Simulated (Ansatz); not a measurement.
# Zr$_{2}$N: iterations to self-consistency

These are results of Ansatz, DFT PBEsol, scalar-relativistic, plane waves, PAW, not measurements.

```yaml
crystal:
  lattice:
    - [5.41300, 0.00000, 0.00000]
    - [0.00000, 5.41300, 0.00000]
    - [0.00000, 0.00000, 3.30779]
  atoms:
    - { symbol: Zr, position: [0.29613, 0.29613, 0.00000] }
    - { symbol: Zr, position: [0.70387, 0.70387, 0.00000] }
    - { symbol: Zr, position: [0.79613, 0.20387, 0.50000] }
    - { symbol: Zr, position: [0.20387, 0.79613, 0.50000] }
    - { symbol: N, position: [0.00000, 0.00000, 0.00000] }
    - { symbol: N, position: [0.50000, 0.50000, 0.50000] }
```

```json
{"plane-wave cutoff": "420 eV", "Γ-centred k-mesh": "8×8×10", "occupation rule": "Gaussian smearing, 0.1 eV", "spin treatment": "unpolarised"}
```

Each run starts from superposed atomic densities and uses the program's default quasi-Newton mixer with a history of 8, at most 120 iterations and the default threshold on the density residual; only the mixing preconditioner differs.

```tsv
mixing preconditioner	iterations	converged	density residual (eV) at iterations 1, 3, 5
none	9	yes	16 0.2 0.015
kerker-dos	8	yes	16 0.26 0.00034
ldos	8	yes	16 0.15 0.00019
local-kerker	8	yes	16 0.23 0.00025
```

Cost: 4 runs of about 0.67 core-minutes in all, on Intel Xeon 6975P-C (Granite Rapids) (shared hosts).